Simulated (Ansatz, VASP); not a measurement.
PbF2: VASP beside Ansatz

File INCAR:

```
  PREC = Accurate
  ENCUT = 520
  EDIFF = 1E-7
  ISMEAR = 0
  SIGMA = 0.05
  LREAL = False
  LASPH = True
  NELM = 100
  ALGO = Normal
  ISIF = 2
  LWAVE = False
  LCHARG = False
  GGA = PE
  NBANDS = 21
```

The input KPOINTS:

```
Automatic mesh
0
Gamma
  8 8 8
```

The input POSCAR:

```
PbF2
1.0
    0.0000000000      2.9698500000      2.9698500000
    2.9698500000      0.0000000000      2.9698500000
    2.9698500000      2.9698500000      0.0000000000
Pb F
1 2
Direct
    0.0000000000      0.0000000000      0.0000000000
    0.1763430813      0.1763430813      0.3236569187
    0.6763430813      0.6763430813      0.8236569187
```

Input for Ansatz:

```yaml
crystal:
  lattice:
    - [0.0, 2.96985, 2.96985]
    - [2.96985, 0.0, 2.96985]
    - [2.96985, 2.96985, 0.0]
  atoms:
    - { symbol: Pb, position: [0.0, 0.0, 0.0] }
    - { symbol: F, position: [0.1763430813, 0.1763430813, 0.3236569187] }
    - { symbol: F, position: [0.6763430813, 0.6763430813, 0.8236569187] }
basis:
  ecutwfc: 420
kpoints:
  mp_grid: { grid: [8, 8, 8] }
hamiltonian:
  xc: pbe
scf:
  occupations: { method: gaussian, width: 0.05 }
output:
  forces: true
  stress: true
  eigenvalues: true
```

Change from the starting cell: all F atoms moved +0.438 Å, as atom 2 towards its neighbour atom 3 (F) at 2.970 Å.

Alike in both runs: task single point; functional PBE; k mesh 8 × 8 × 8; occupations gaussian, width 0.05 eV; no spin polarisation.

```csv
,VASP,Ansatz
version,VASP 6.6.1,Ansatz 0.2.0
potentials or method,"VASP PAW PBE potentials, release 64 (Pb_d, F)","scalar-relativistic, plane waves, PAW"
plane-wave cutoff (eV),520,420
valence electrons in the cell,28,28
```

```tsv
	VASP	Ansatz	Ansatz less VASP
gap on the k mesh at the Fermi level (eV)	4.18	4.19	+0.004
least direct gap on the mesh (eV)	4.65	4.66	+0.005
pressure (GPa)	6.3	6.5	+0.14
largest component of the traceless stress (GPa)	0.34	0.28	-0.063
rms of the force components (eV/Å)	0.460	0.450	-0.0108
```

Atom by atom the forces differ by 0.011 eV/Å (rms over components). With one functional, cell and mesh, what is left measures potentials, basis and numerics.

Caveats: spin-orbit coupling is left out, which as a rule narrows the gap of such compounds by several tenths of an eV; forces of over 1 eV/Å show positions far from the minimum, so gaps and moduli don't describe the material at rest. A k mesh can miss the band edges.
